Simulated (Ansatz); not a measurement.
## Ge: what symmetry allows forces and stress to be

```
CELL_PARAMETERS angstrom
0.00000 2.82877 2.82877
2.82877 0.00000 2.82877
2.82877 2.82877 0.00000
ATOMIC_POSITIONS crystal
Ge 0.50000 0.50000 0.50000
Ge 0.78977 0.71023 0.78977
```

These are results of DFT PBE, scalar-relativistic, plane waves, PAW in Ansatz, not measurements.

Cutoff 420 eV; k points 12×12×12 on the computed 2-atom cell (Γ-centred); Gaussian smearing, width 0.10 eV; no spin polarisation.

This distorted cell has space group Imma, with 8 operations.

Problem. Without a calculation: in which directions can each atom feel a force?

Solution. A force must be left unchanged by every operation that keeps its atom in place, so it lies in the space that those operations leave fixed. Atoms that the group maps onto each other feel forces of one size.
```tsv
atom	site symmetry	operations at the site	equivalent to atom	allowed force (Cartesian)
Ge1	mm2	4	1	along (0.00, 1.00, 0.00)
Ge2	mm2	4	1	along (0.00, 1.00, 0.00)
```

That leaves 1 independent force component of 6. A relaxation in this cell that keeps the symmetry moves the atoms in these directions alone.

Problem. And the stress tensor?

Solution. It must be invariant under the point group, which leaves 3 independent components: yz, xy vanish; xx = zz.

Problem. Do the computed values obey this?

Solution. Yes. Forces (eV/Å):
```
Ge1  0.000  2.418  0.000
Ge2  0.000 -2.418  0.000
```

Stress (GPa, compression positive, xx yy zz yz xz xy): 6.12 3.59 6.12 0.00 -7.81 0.00. The program imposes the same operations on density, forces and stress, so this confirms the analysis and is no independent test of the calculation.